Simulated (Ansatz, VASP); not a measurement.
One calculation of CdSe, two programs

File INCAR:

```
PREC     = Accurate       # precision mode
ENCUT    = 520            # plane-wave cutoff, eV
EDIFF    = 1E-8           # SCF threshold, eV
ISMEAR   = -1             # smearing method
SIGMA    = 0.05           # smearing width, eV
LREAL    = False          # projectors in reciprocal space
LASPH    = True           # aspherical terms in the spheres
NELM     = 100            # most SCF steps
ALGO     = Normal         # electronic algorithm
ISIF     = 2              # what is computed and relaxed
LWAVE    = False          # write WAVECAR
LCHARG   = False          # write CHGCAR
GGA      = PS             # functional
LEFG     = True         
NBANDS   = 16             # bands
```

Contents of KPOINTS:

```
Automatic mesh
0
Gamma
  12 12 12
```

Contents of POSCAR:

```
CdSe
1.0
    0.0000000000      2.8137356268      2.8137356268
    2.8137356268      0.0000000000      2.8137356268
    2.8137356268      2.8137356268      0.0000000000
Cd Se
1 1
Direct
    0.0000000000      0.0000000000      0.0000000000
    0.5000000000      0.5000000000      0.5000000000
```

Input for Ansatz:

```yaml
crystal:
  lattice:
    - [0.0, 2.8137356268, 2.8137356268]
    - [2.8137356268, 0.0, 2.8137356268]
    - [2.8137356268, 2.8137356268, 0.0]
  atoms:
    - { symbol: Cd, position: [0.0, 0.0, 0.0] }
    - { symbol: Se, position: [0.5, 0.5, 0.5] }
kpoints:
  mp_grid: { grid: [12, 12, 12] }
scf:
  occupations: { method: fermi_dirac, width: 0.05 }
hamiltonian:
  xc: pbesol
  pseudopotentials: { kind: all_electron, datasets: crystal }
output:
  forces: true
  stress: true
  eigenvalues: true
  efg: { contact_densities: true }
```

Alike in both runs: task electric field gradients; functional PBEsol; k mesh 12 × 12 × 12; occupations fermi-dirac, width 0.05 eV; no spin polarisation.

```csv
,VASP,Ansatz
version,VASP 6.6.1,Ansatz 0.2.0
potentials or method,"VASP PAW PBE potentials, release 64 (Cd, Se)","all-electron PAW with datasets made for the crystal, scalar-relativistic"
plane-wave cutoff (eV),520,see its input
```

Ansatz gave:

* pressure (GPa): 0.0
* Vzz of the field gradient on the site that differs most (V/Å²): 0.0

Q: Estimate VASP's values.

A: Pressure (GPa): 0.5; Vzz of the field gradient on the site that differs most (V/Å²): 0.0.

Ansatz ran all-electron here, so the differences hold the error of VASP's frozen core and of both bases. Ansatz warned: «gradients_without_spin_orbit».

Caveats: the PAW data sets were made with another functional, which shifts forces and pressure a little (VASP).
